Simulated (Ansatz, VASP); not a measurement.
AgCl in VASP and in Ansatz

```
Ag Cl
1.0
    -3.78617    0.00000    0.00000
     0.00000    0.00000    3.89371
     0.00000   11.62244    0.00000
Ag Cl
4 4
Direct
  0.00000 0.75000 0.61736
  0.50000 0.75000 0.11736
  0.00000 0.25000 0.40526
  0.50000 0.25000 0.90526
  0.00000 0.25000 0.09910
  0.50000 0.25000 0.59910
  0.00000 0.75000 0.83206
  0.50000 0.75000 0.33206
```

Change from the starting cell: mode 1 (-31.0 1/cm) frozen in, largest displacement -0.400 Å.

Alike in both runs: task single point; functional PBE; k mesh 10 × 10 × 4; occupations gaussian, width 0.05 eV; no spin polarisation.

|  | VASP | Ansatz |
| --- | --- | --- |
| version | VASP 6.6.1 | Ansatz 0.2.0 |
| potentials or method | VASP PAW PBE potentials, release 64 (Ag, Cl) | scalar-relativistic, plane waves, PAW |
| plane-wave cutoff (eV) | 520 | 420 |
| valence electrons in the cell | 72 | 104 |

VASP gave:

```
gap on the k mesh at the Fermi level (eV)       : 0.41
least direct gap on the mesh (eV)               : 1.38
pressure (GPa)                                  : 1.0
largest component of the traceless stress (GPa) : 2.05
rms of the force components (eV/Å)              : 0.235
```

Problem. Which values does Ansatz return?

Solution. gap on the k mesh at the Fermi level (eV): 0.41; least direct gap on the mesh (eV): 1.38; pressure (GPa): 1.1; largest component of the traceless stress (GPa): 2.03; rms of the force components (eV/Å): 0.236.

Atom by atom the forces differ by 0.001 eV/Å (rms over components). With one functional, cell and mesh, what is left measures potentials, basis and numerics. The two sets of potentials don't hold the same shells in valence.
